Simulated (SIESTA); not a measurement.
Runs of SIESTA 5.4.2 on Sn. Symmetry: I4_1/amd, No. 141, tetragonal system. Conventional cell: a = 5.880 Å, b = 5.880 Å, c = 3.199 Å, α = 90.00°, β = 90.00°, γ = 90.00°. Sn (site symmetry -4m2) is surrounded by 6 Sn at 3.05 to 3.20 Å. 

| task | level | potentials or basis | cell | optimiser | force tolerance | pp xc | density-matrix tolerance | hamiltonian tolerance | energy shift | other keys | gap on the mesh (eV) | pressure (GPa) | V0 of scaled cells (Å³/atom) | B0 (GPa) |
| --- | --- | --- | --- | --- | --- | --- | --- | --- | --- | --- | --- | --- | --- | --- |
| relaxation of the atoms | revPBE | PseudoDojo 0.4 standard (LDA files), DZ (energy shift 0.01 Ry) | atoms relaxed from: cell strained at random at fixed volume | Broyden | 0.01 eV/Å | lda | 0.0001 | 0.001 eV | 0.01 Ry | pp_xc = lda; dm_tol = 0.0001; h_tol = 0.001 | none | 1.9 | - | - |
| equation of state | PBE | PseudoDojo 0.4 standard (PBE files), DZP (energy shift 0.002 Ry) | as given | - | - | - | - | - | 0.002 Ry | - | - | - | 29.15 | 45 |
| relaxation of cell and atoms | vdW-DF-cx | PseudoDojo 0.4 standard (PBE files), DZP (energy shift 0.002 Ry) | relaxed | - | 0.02 eV/Å | - | - | - | 0.002 Ry | - | none | 0.1 | - | - |
| band structure | PBE | SG15 1.2 (PBE files) or PseudoDojo by element, DZP (energy shift 0.002 Ry) | as given | - | - | - | - | - | 0.002 Ry | - | none | (b) | - | - |
| equation of state | PBE | PseudoDojo 0.4 standard (PBE files), TZDP (energy shift 0.002 Ry) | as given | - | - | - | - | - | 0.002 Ry | - | - | - | 28.55 | (a) |
| single point | PBE | PseudoDojo 0.4 standard (PBE files), DZP (energy shift 0.002 Ry) | atoms moved at random, drawn with an rms of 0.05 Å | - | - | - | - | - | 0.002 Ry | - | none | 2.7 | - | - |
| single point | PBE | PseudoDojo 0.4 standard (PBE files), DZP (energy shift 0.002 Ry) | as given | - | - | - | - | - | 0.002 Ry | - | none | 2.6 | - | - |

Alike in all rows: no spin polarisation; k mesh 9 × 9 × 9; smearing fermi-dirac 0.05 eV; grid cutoff 500 Ry.

Q: Fill in the values left out.

A: (a) 46; (b) 2.1.

Caveats: semicore shells carry a single zeta, which can move pressures by several GPa and volumes by a few percent; the basis of atomic orbitals isn't converged, which shifts pressures, moduli and gaps; the potentials were made for another functional, which shifts forces and pressure (some runs); the cell was scaled at fixed shape and fractional positions, which overstates the stiffness of a crystal with free parameters, most of all of layers and chains (some runs); the basis has no polarisation orbitals (some runs); spin-orbit coupling is left out, which moves the levels of the heavy elements (some runs).

A k mesh can miss the band edges, and the runs leave out spin-orbit coupling on Sn.

A gap of «none» marks a metal or a gap under the smearing width.
